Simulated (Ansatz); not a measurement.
Mn: largest site moment and pressure against volume scale

All results are calculated (Ansatz 0.2.0). Plane-wave DFT, scalar-relativistic PAW made under PBE with cores redone for the functional, no dispersion; the given relaxed cell is scaled uniformly, energy at zero smearing counts from the unscaled cell, pressure at the given Fermi-Dirac smearing is positive in compression.

The cell before it is scaled or strained (space group Pm-3m, No. 221):
```
CELL_PARAMETERS angstrom
0.00000 2.43030 2.43030
2.43030 0.00000 2.43030
2.43030 2.43030 0.00000
ATOMIC_POSITIONS crystal
Mn 0.00000 0.00000 0.00000
Mn 0.50000 0.50000 0.50000
```

Settings of every row: spin polarised yes; functional RPBE; wave cutoff 420 eV; smearing width 0.05 eV; k mesh 13x13x13.

Atom:
| element | starting moment (Bohr magneton) |
| --- | --- |
| Mn | 2.59 |
| Mn | -2.59 |

Limits: search for a lower magnetic state is off; the cell comes from a prototype or a list of computed structures and needn't be the stable phase.

| row | volume scale | V (Å³/atom) | largest site moment (Bohr magneton) | pressure (GPa) | energy change per atom (meV) |
| --- | --- | --- | --- | --- | --- |
| 1 | 0.88 | 12.632 | 2.1 | 13.02 | 59.84 |
| 2 | 0.92 | 13.206 | ? | ? | ? |
| 3 | 0.96 | 13.78 | 2.43 | 3.07 | 4.95 |
| 4 | 1.04 | 14.928 | 2.74 | -2.17 | 4.65 |
| 5 | 1.08 | 15.503 | 2.89 | -3.72 | 16.07 |
| 6 | 1.12 | 16.077 | 3.04 | -4.84 | 32.26 |

Question: what largest site moment and pressure should row 2 give?

Worked fit of largest site moment. Take t = volume scale − 1. The shown rows have t = -0.12, -0.04, 0.04, 0.08, 0.12. Least squares give largest site moment = 2.586 + 3.908 × t − 1.16 × t² Bohr magneton; a straight line predicts inner rows, each left out in turn, worse (root mean square 0.0086 against 0.0027 Bohr magneton). All shown rows lie on it to the printed digit. The withheld row has t = -0.08, so the fit gives 2.586 + 3.908 × (-0.08) − 1.16 × (-0.08)² = 2.27 Bohr magneton.

The calculation gave 2.27 Bohr magneton. The fit meets it to the printed digit.

Worked fit of pressure. Take u = (V_r/V)^(2/3) − 1 with V_r = 14.928 Å³ an atom, which is twice the finite (Eulerian) strain; such expansions in the strain, on which the Birch-Murnaghan equation of state is built, carry the rest volume and the bulk modulus. The shown rows have u = 0.11777, 0.0548, 0, -0.02488, -0.04823. Least squares give pressure = −2.266 + 74.004 × u + 470.75 × u² GPa; a straight line predicts inner rows, each left out in turn, worse (root mean square 1.6 against 0.22 GPa). The rows lie off it by 0.04, -0.13, 0.10, 0.10, -0.10 (root mean square 0.098 GPa). The withheld row has u = 0.08514, so the fit gives −2.266 + 74.004 × (0.08514) + 470.75 × (0.08514)² = 7.45 GPa.

The calculation gave 7.36 GPa. The fit lies 0.09 GPa (1.2 % of the value, 0.5 % of the column's range) above it; its largest miss of a shown row is 0.13 GPa.

The other values of row 2: energy change per atom 23.4 meV.
